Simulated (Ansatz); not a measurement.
MgO: RPA correlation against response cutoff

Results calculated with Ansatz 0.2.0-dev, not measured. RPA correlation energy a cell on Kohn-Sham orbitals, extrapolated from a short ladder of response cutoffs, so that it still moves with the top cutoff, by eV on d, semicore and core shells, all electrons in the bands correlated, with its value at the highest cutoff run.

Structure of every row (space group Fm-3m, No. 225):
```
cell vectors (Å)
   0.0000     2.0478     2.0478
   2.0478     0.0000     2.0478
   2.0478     2.0478     0.0000
atoms (fractions of the cell vectors)
Mg  0.00000  0.00000  0.00000
O   0.50000  0.50000  0.50000
```

Settings of every row: orbitals functional PBE; datasets norm_conserving; wave cutoff 1240 eV; k mesh 4x4x4; correlated electrons 16; long wavelength term neglected; core valence term semilocal.

Limits: coarse mesh, values belong to these settings and can lie far from the converged crystal; core-valence exchange is approximate on these files; semicore, core, d or f shells correlated, value can fall a third or half short of the basis limit.

| row | response cutoff (eV) | RPA correlation (eV) | correlation at top cutoff (eV) |
| --- | --- | --- | --- |
| 1 | 250 | -20.9985 | -17.4431 |
| 2 | 400 | ? | ? |
| 3 | 600 | -24.4225 | -22.19 |
| 4 | 750 | -24.8038 | -22.9628 |

Question: what RPA correlation should row 2 give?

Worked fit of RPA correlation. The number of plane waves in the response grows as the cutoff to the power 3/2, and the result approaches its limit about as the inverse of that number, so take t = (100 eV / cutoff)^(3/2). The shown rows have t = 0.25298, 0.06804, 0.04869. Their means are 0.12324 and -23.4083 eV; the sums about the means are S_tt = 0.02544 and S_ty = 0.4727, whose ratio is the slope. Least squares give RPA correlation = −25.69821 + 18.58167 × t eV. The rows lie off it by -0.0011, 0.0114, -0.0103 (root mean square 0.0089 eV). The constant, -25.6982 eV, estimates the limit in this one setting, with the others as listed. The withheld row has t = 0.125, so the fit gives −25.69821 + 18.58167 × (0.125) = -23.3755 eV.

The calculation gave -23.2828 eV. The fit lies 0.0927 eV (2.4 % of the column's range) below it; its largest miss of a shown row is 0.0114 eV.

The other values of row 2: correlation at top cutoff -20.3275 eV.
